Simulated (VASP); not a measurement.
# Al₄Ni₄H: nudged elastic band

Al₄Ni₄H, defect, 9 atoms in the cell. PBE, nudged elastic band; PAW potentials Ni, Al, H (PBE set).

Path: an interstitial H atom hops to the next site of its kind; Moving images: 1.

## Input

INCAR.step1:
```
SYSTEM = Al4Ni4H
ALGO = Normal
EDIFF = 1E-6
EDIFFG = -0.02
ENCUT = 300
IBRION = 2
ISIF = 2
ISMEAR = 1
ISPIN = 2
KPAR = 8
LASPH = .TRUE.
LCHARG = .FALSE.
LMAXMIX = 4
LREAL = .FALSE.
LWAVE = .FALSE.
MAGMOM = 1 1 1 1 0 0 0 0 0
NELM = 100
NSW = 100
POTIM = 0.5
PREC = Normal
SIGMA = 0.1
```

INCAR.step3, as INCAR.step1 but for:
```
- EDIFFG = -0.02
- IBRION = 2
- ISIF = 2
- POTIM = 0.5
+ EDIFFG = -0.05
+ IBRION = 1
+ IMAGES = 1
+ POTIM = 0.3
+ SPRING = -5
```

KPOINTS:
```
k-points
0
Gamma
  5 5 5
```

00/POSCAR:
```
Al4Ni4H
1.0
   -1.3564510000      2.7893600000      3.8808380000
   -1.3564510000     -2.7893600000      3.8808380000
    5.9578130000      0.0000000000     -3.8808380000
Ni Al H
4 4 1
Direct
    0.5202689624      0.5164955398      0.5190220249
    0.0128726830      0.0083314910      0.5071093669
    0.0066779648      0.5172285663      0.0027814882
    0.5220817920      0.0021944020      0.0030848034
    0.0161067106      0.0115858011      0.0068113808
    0.5172737452      0.5125308856      0.0050886849
    0.5137714292      0.0138347164      0.5087666243
    0.0185639243      0.5087350628      0.5089339817
    0.3932161219      0.3882302016      0.1884016447
```

01/POSCAR:
```
Al4Ni4H
1.0
   -1.3564510000      2.7893600000      3.8808380000
   -1.3564510000     -2.7893600000      3.8808380000
    5.9578130000      0.0000000000     -3.8808380000
Ni Al H
4 4 1
Direct
    0.5014475114      0.5600282127      0.5349265140
    0.0031795122      0.0218919591      0.5007601421
    0.0013920634      0.5289980949     -0.0008863387
    0.5028292352     -0.0087235431     -0.0349146401
   -0.0040491114      0.0240839584     -0.0036453653
    0.5045221675      0.5236676994     -0.0000050245
    0.5002991643      0.0271550186      0.4999012377
    0.0087245705      0.5266949346      0.5037457635
    0.5024882202      0.2753703322      0.2501177114
```

02/POSCAR:
```
Al4Ni4H
1.0
   -1.3564510000      2.7893600000      3.8808380000
   -1.3564510000     -2.7893600000      3.8808380000
    5.9578130000      0.0000000000     -3.8808380000
Ni Al H
4 4 1
Direct
    0.4827714571      0.5488775944      0.4972185327
   -0.0021944174      0.0334737911      0.4969152044
   -0.0083314668      0.5426828699     -0.0071093518
    0.4835044535      0.0352865978     -0.0190220363
   -0.0138347025      0.0417841553     -0.0087666159
    0.4912649555      0.5369916050     -0.0089339875
    0.4874691323      0.0382818268      0.4949113287
   -0.0115858356      0.5394488380      0.4931886052
    0.6117697572      0.1623393886      0.3115983204
```

POSCAR.step1:
```
Al4Ni4H
1.0
   -1.3564510000      2.7893600000      3.8808380000
   -1.3564510000     -2.7893600000      3.8808380000
    5.9578130000      0.0000000000     -3.8808380000
Ni Al H
4 4 1
Direct
    0.5000000000      0.5000000000      0.5000000000
    0.0000000000      0.0000000000      0.5000000000
    0.0000000000      0.5000000000      0.0000000000
    0.5000000000      0.0000000000      0.0000000000
    0.0000000000      0.0000000000      0.0000000000
    0.5000000000      0.5000000000      0.0000000000
    0.5000000000      0.0000000000      0.5000000000
    0.0000000000      0.5000000000      0.5000000000
    0.5208333333      0.4791666667      0.2500000000
```

POSCAR.step2:
```
Al4Ni4H
1.0
   -1.3564510000      2.7893600000      3.8808380000
   -1.3564510000     -2.7893600000      3.8808380000
    5.9578130000      0.0000000000     -3.8808380000
Ni Al H
4 4 1
Direct
    0.5000000000      0.5000000000      0.5000000000
    0.0000000000      0.0000000000      0.5000000000
    0.0000000000      0.5000000000      0.0000000000
    0.5000000000      0.0000000000      0.0000000000
    0.0000000000      0.0000000000      0.0000000000
    0.5000000000      0.5000000000      0.0000000000
    0.5000000000      0.0000000000      0.5000000000
    0.0000000000      0.5000000000      0.5000000000
    0.5208333333     -0.0208333333      0.2500000000
```

Commands (each step's output is kept before the next begins):
```
cat potpaw_PBE.64/Ni/POTCAR potpaw_PBE.64/Al/POTCAR potpaw_PBE.64/H/POTCAR > POTCAR
cp INCAR.step1 INCAR
cp POSCAR.step1 POSCAR
mpirun -np 8 vasp_std > vasp.out
cp POSCAR.step2 POSCAR
mpirun -np 8 vasp_std > vasp.out
# 00 and 02 hold the relaxed ends; the images between are interpolated (pair-distance (IDPP))
cp INCAR.step3 INCAR
mpirun -np 8 vasp_std > vasp.out
```

## Result

- Barrier (eV): 0.401
- Barrier of the reverse step (eV): 0.401
- Energy of the second end over the first (eV): 0.000
- Top of the path (share of its length): 0.50
- Length of the path (Å): 1.67
- Steps of the band: 7
- Ionic steps, all stages: 51
- Electronic steps, all stages: 438

Energy along the relaxed band:

| Image | Distance along the path (Å) | Energy above the first end (eV) | Slope along the path (eV/Å) | Largest force across the path (eV/Å) |
|---|---|---|---|---|
| 0 | 0.000 | 0.000 | relaxed end |  |
| 1 | 0.836 | 0.401 | -0.003 | 0.036 |
| 2 | 1.671 | 0.000 | relaxed end |  |

The two ends have the same energy within 0.01 eV.

Limits: the cell holds 9 atoms, so the vacancy or interstitial meets its own images and the barrier isn't that of a lone defect; the atom stays on the straight, symmetric line between the sites, so the barrier is an upper bound: a way around it wasn't tried; a single image in the middle can't show two humps with a dip between them, and says nothing of the springs.

VASP 6.6.1 took 651 s on 8 cores (AMD EPYC 7R13 (Zen 3)), a shared host.
